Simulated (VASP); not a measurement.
These are PBE GGA, VASP's PBE PAW potentials (set 64) (plane waves; VASP 6.6.1) values and carry that method's errors.

The input files of a VASP run:

File POSCAR:
```
InN
2.5372320
  0.0000000000   1.0000000000   1.0000000000
  1.0000000000   0.0000000000   1.0000000000
  1.0000000000   1.0000000000   0.0000000000
In N
1 1
Cart
  0.0000000000   0.0000000000   0.0000000000
  0.5000000000   0.5000000000   0.5000000000
```

INCAR:
```
# general
SYSTEM  = InN
PREC    = Accurate
ENCUT   = 400
LREAL   = F
LASPH   = T

# electronic loop
EDIFF   = 1E-6
NELM    = 100
ALGO    = Normal
LMAXMIX = 4

# smearing
ISMEAR  = 0
SIGMA   = 0.05

# functional
GGA     = PE

# ions
ISIF    = 2

# output
LWAVE   = F
LCHARG  = F
```

### KPOINTS
```
kpoints
0
Gamma
  3 3 3
0 0 0
```

POTCAR, in this order: In_d N (PBE.64 set). Program: vasp_std.

What VASP printed:

OUTCAR:
```
 ion  position               nearest neighbor table
   1  0.000  0.000  0.000-   2 2.20   2 2.20   2 2.20   2 2.20
   2  0.250  0.250  0.250-   1 2.20   1 2.20   1 2.20   1 2.20
  LATTYP: Found a face centered cubic cell.
 ALAT       =     5.0744640000
 Subroutine PRICEL returns:
 Original cell was already a primitive cell.
 Subroutine GETGRP returns: Found 24 space group operations
The static configuration has the point symmetry T_d .
The dynamic configuration has the point symmetry T_d .
 Subroutine INISYM returns: Found 24 space group operations
 Subroutine IBZKPT returns following result:
 Found      4 irreducible k-points:

 Following reciprocal coordinates:
            Coordinates               Weight
  0.000000  0.000000  0.000000      1.000000
  0.333333  0.000000  0.000000      8.000000
  0.333333  0.333333  0.000000      6.000000
 -0.333333  0.333333  0.000000     12.000000
   k-points           NKPTS =      4   k-points in BZ     NKDIM =      4   number of bands    NBANDS=     13
   number of dos      NEDOS =    301   number of ions     NIONS =      2
   total plane-waves  NPLWV =  13824
   dimension x,y,z NGX =    24 NGY =   24 NGZ =   24
   dimension x,y,z NGXF=    48 NGYF=   48 NGZF=   48
...
```

### OSZICAR
```
       N       E                     dE             d eps       ncg     rms          rms(c)
DAV:   1     0.116372823731E+03    0.11637E+03   -0.76018E+03   104   0.146E+03
DAV:   2    -0.307664522567E+01   -0.11945E+03   -0.11336E+03   119   0.338E+02
DAV:   3    -0.125610094874E+02   -0.94844E+01   -0.93002E+01   124   0.992E+01
DAV:   4    -0.127856074009E+02   -0.22460E+00   -0.22452E+00   130   0.169E+01
DAV:   5    -0.127913557335E+02   -0.57483E-02   -0.57483E-02   119   0.220E+00    0.972E+00
DAV:   6    -0.105021134384E+02    0.22892E+01   -0.89545E+00   156   0.502E+01    0.512E+00
DAV:   7    -0.104735691186E+02    0.28544E-01   -0.59920E-01   117   0.931E+00    0.217E+00
DAV:   8    -0.104615041109E+02    0.12065E-01   -0.10283E-01   124   0.318E+00    0.527E-01
DAV:   9    -0.104581840564E+02    0.33201E-02   -0.90274E-03   161   0.187E+00    0.241E-01
DAV:  10    -0.104587662423E+02   -0.58219E-03   -0.16780E-03   109   0.340E-01    0.994E-02
DAV:  11    -0.104587792334E+02   -0.12991E-04   -0.49577E-05   119   0.686E-02    0.195E-02
DAV:  12    -0.104587799323E+02   -0.69888E-06   -0.11066E-05   145   0.408E-02    0.125E-02
DAV:  13    -0.104587795593E+02    0.37299E-06   -0.34586E-06   122   0.362E-02
   1 F= -.10458780E+02 E0= -.10457351E+02  d E =-.285671E-02
```

**OUTCAR**
```
------------------------ aborting loop because EDIFF is reached ----------------------------------------
  FORCE on cell =-STRESS in cart. coord.  units (eV):
  Direction    XX          YY          ZZ          XY          YZ          ZX
  --------------------------------------------------------------------------------------
  Total       -0.5403241     -0.5403241     -0.5403241     -0.0000000     -0.0000000     -0.0000000
  in kB      -26.5005196    -26.5005196    -26.5005196     -0.0000000     -0.0000000     -0.0000000
  external PRESSURE =     -26.5005196 kB  Pullay stress =       0.0000000 kB
  volume of cell :       32.67
      direct lattice vectors                 reciprocal lattice vectors
     0.000000000  2.537232000  2.537232000    -0.197065148  0.197065148  0.197065148
     2.537232000  0.000000000  2.537232000     0.197065148 -0.197065148  0.197065148
     2.537232000  2.537232000  0.000000000     0.197065148  0.197065148 -0.197065148
 POSITION                                       TOTAL-FORCE (eV/Angst)
 -----------------------------------------------------------------------------------
      0.00000      0.00000      0.00000         0.000000      0.000000      0.000000
      1.26862      1.26862      1.26862        -0.000000     -0.000000     -0.000000
 -----------------------------------------------------------------------------------
    total drift:                                0.000001      0.000001      0.000001
  FREE ENERGIE OF THE ION-ELECTRON SYSTEM (eV)
  ---------------------------------------------------
  free  energy   TOTEN  =       -10.4587795593 eV

  energy  without entropy=      -10.4559228496  energy(sigma->0) =      -10.45735120
```
(Selected blocks of OUTCAR.)

At this cut-off the stress carries a Pulay error, which pulls relaxed volumes low.

The structure comes from a computed database's InN entry; how it stands against other phases isn't given here. The cell was not relaxed at this level. The k-mesh is coarse (spacing up to 0.71 per Å, 2π included), so the numbers may not be converged in it. The run is one of a series of settings (KPOINTS 3×3×3 Γ-centred mesh against the base run), some of them coarse on purpose.
